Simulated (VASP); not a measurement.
**A VASP 6.6.1 single-point calculation on KTaO₃**

INCAR

```
IBRION = -1
NELMIN = 8
LCHARG = .FALSE.
LASPH = .TRUE.
EDIFF = 1E-7
PREC = Accurate
NELM = 120
SIGMA = 0.02
GGA = PE
ISIF = 2
ISPIN = 2
LWAVE = .FALSE.
LREAL = .FALSE.
NBANDS = 27
ENCUT = 520
ISMEAR = -1
NSW = 0
MAGMOM = 0.5 0.5 -0.5 0.5 0.5
```

KPOINTS

```
KPOINTS created by Atomic Simulation Environment
0
Gamma
6 6 6
0 0 0
```

POSCAR

```
K  Ta O
 1.0000000000000000
     3.9901309585647784    0.0000000000000000    0.0000000000000000
    -0.0000000000000000    3.9901309585647784    0.0000000000000000
     0.0000000000000000    0.0000000000000000    3.9901309585647784
 K   Ta  O
   1   1   3
Cartesian
  1.9950654792823890  1.9950654792823890  1.9950654792823890
 -0.0000000000000000 -0.0000000000000000 -0.0000000000000000
  1.9950654792823890  0.0000000000000000  0.0000000000000000
 -0.0000000000000000  1.9950654792823890 -0.0000000000000000
  0.0000000000000000  0.0000000000000000  1.9950654792823890
```

The recommended PBE PAW datasets give the neutral cell 38 valence electrons.

Command

```
mpirun -np 1 vasp_std
```

OSZICAR

```
N       E                     dE             d eps       ncg     rms          rms(c)
DAV:   1     0.323165808582E+03    0.32317E+03   -0.20417E+04  4320   0.139E+03
DAV:   2    -0.299921599673E+02   -0.35316E+03   -0.34246E+03  5111   0.408E+02
DAV:   3    -0.486128363849E+02   -0.18621E+02   -0.18537E+02  6192   0.905E+01
DAV:   4    -0.492350601732E+02   -0.62222E+00   -0.62128E+00  6965   0.106E+01
DAV:   5    -0.492395483743E+02   -0.44882E-02   -0.44877E-02  5741   0.883E-01    0.344E+01
DAV:   6    -0.412337601179E+02    0.80058E+01   -0.35210E+01  5110   0.400E+01    0.131E+01
DAV:   7    -0.410954031903E+02    0.13836E+00   -0.17009E+00  5580   0.845E+00    0.924E+00
DAV:   8    -0.410444833593E+02    0.50920E-01   -0.39565E-01  5292   0.517E+00    0.293E+00
DAV:   9    -0.410346104951E+02    0.98729E-02   -0.31373E-02  5407   0.135E+00    0.680E-01
DAV:  10    -0.410325239634E+02    0.20865E-02   -0.47520E-03  6192   0.451E-01    0.198E-01
DAV:  11    -0.410322567143E+02    0.26725E-03   -0.34554E-03  5614   0.411E-01    0.839E-02
DAV:  12    -0.410323020504E+02   -0.45336E-04   -0.21129E-04  5800   0.104E-01    0.296E-02
DAV:  13    -0.410323160803E+02   -0.14030E-04   -0.15992E-05  5874   0.298E-02    0.217E-02
DAV:  14    -0.410323226578E+02   -0.65775E-05   -0.64383E-06  5514   0.172E-02    0.437E-03
DAV:  15    -0.410323228553E+02   -0.19757E-06   -0.57197E-07  6064   0.496E-03    0.210E-03
DAV:  16    -0.410323228321E+02    0.23227E-07   -0.57718E-08  3755   0.180E-03
   1 F= -.41032323E+02 E0= -.41032323E+02  d E =-.374189E-13  mag=    -0.0000
```

Standard output (part)

```
POSCAR found type information on POSCAR K TaO
 POSCAR found :  3 types and       5 ions
 LDA part: xc-table for (Slater+PW92), standard interpolation
 POSCAR, INCAR and KPOINTS ok, starting setup
 WAVECAR not read
 entering main loop
```

It converged. Results: pressure 5.8 GPa; magnetic moment of the cell 0.00 μB.

For comparison, a separate PBE run of the intended cell, on usual settings and not on those above, gives a gap of 2.17 eV on its mesh and a pressure of 5.8 GPa.

The run above took about 1.7 min on one core of a shared host (Intel Xeon Platinum 8488C) and held 0.26 GiB at most.
